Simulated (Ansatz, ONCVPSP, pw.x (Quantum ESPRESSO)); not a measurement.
**phosphorus (P): one change to the ONCV potential, in the atom and in the sc crystal**

```
Element                 : P
Generator               : ONCVPSP 4.0.1
Type                    : optimised norm-conserving Vanderbilt (ONCV)
Functional              : PBE
Relativity              : scalar-relativistic
Frozen core             : [Ne]
Valence charge          : 5
Reference configuration : 3s2 3p2.5 (charge +0.5)
Partial waves           : 3s: rc 1.30 bohr, ncon 3, nbas 7, qcut 5.6 1/bohr, 2 projectors, debl 2.8 Ha; 3p: rc 1.50 bohr, ncon 4, nbas 7, qcut 5.8 1/bohr, 2 projectors, debl 1.7 Ha; d scattering state at 0.11 Ha: rc 1.65 bohr, ncon 5, nbas 8, qcut 6.2 1/bohr, 2 projectors, debl 1.5 Ha
Local potential         : polynomial inside 1.20 bohr (lpopt 5, dvloc0 0 Ha)
Core correction         : Teter function, fcfact 3.75, rcfact 1.55
```

Change: p: ncon 3, nbas 6.

Cutoffs, loose and tight: the cutoffs (Ha) at which the residual kinetic energy of the hardest occupied pseudo-wave falls to 1 and 0.1 mHa per electron. They do not see the model core or the augmentation charge, which bear on the density cutoff. Test errors are all-electron minus pseudo excitation energies from the reference, over the configurations 3s2 3p3; 3s2 3p2; 3s2 3p1; 3s2 3p0; variants that change the core or the reference have their own tests.

Crystal test: sc P in pw.x 7.5, no spin, 13³ k-points, Fermi–Dirac smearing 0.01 Ry, cutoffs set for each file from its atomic test. The reference is all-electron LAPW (Ansatz 0.2.0) with the same functional, mesh and smearing; V0 and B0 come from Birch–Murnaghan fits to the pressures at five volumes. Errors are pseudo minus all-electron; Δ is the rms difference of the E(V) curves that follow from these fits, minima aligned, over ±6 % about the mean V0. Mesh and smearing are coarse, so the numbers serve the comparison and aren't converged zero-temperature values; the lattice is a test structure that the element need not adopt.

All-electron: a0 = 2.447 Å (V0 = 14.66 Å³/atom), B0 = 113.3 GPa.

Task: Does the change bring the crystal closer to the all-electron result?

Result: The mean pressure error goes from -0.65 to -0.73 GPa, so the change moves the solid further from the all-electron pressures.

| quantity | base | changed |
| --- | --- | --- |
| outcome (atom) | generated | generated |
| cutoff, loose (atom) | 11 Ha | 11 Ha |
| cutoff, tight (atom) | 14 Ha | 14 Ha |
| bound ghosts (atom) | none | none |
| largest test error (meV) (atom) | +3.5 | +3.5 |
| cutoffs in pw.x (Ry) | 50/200 | 50/200 |
| a0 (Å) | 2.443 | 2.442 |
| a0 error (%) | -0.19 | -0.21 |
| B0 error (%) | +1.0 | +1.2 |
| Δ (meV/atom) | 2.1 | 2.3 |
| mean pressure error (GPa) | -0.65 | -0.73 |

Base: The cutoffs count occupied waves only; projector 2 of the p channel, the hardest unoccupied one, needs 67 Ha at the loose tolerance.
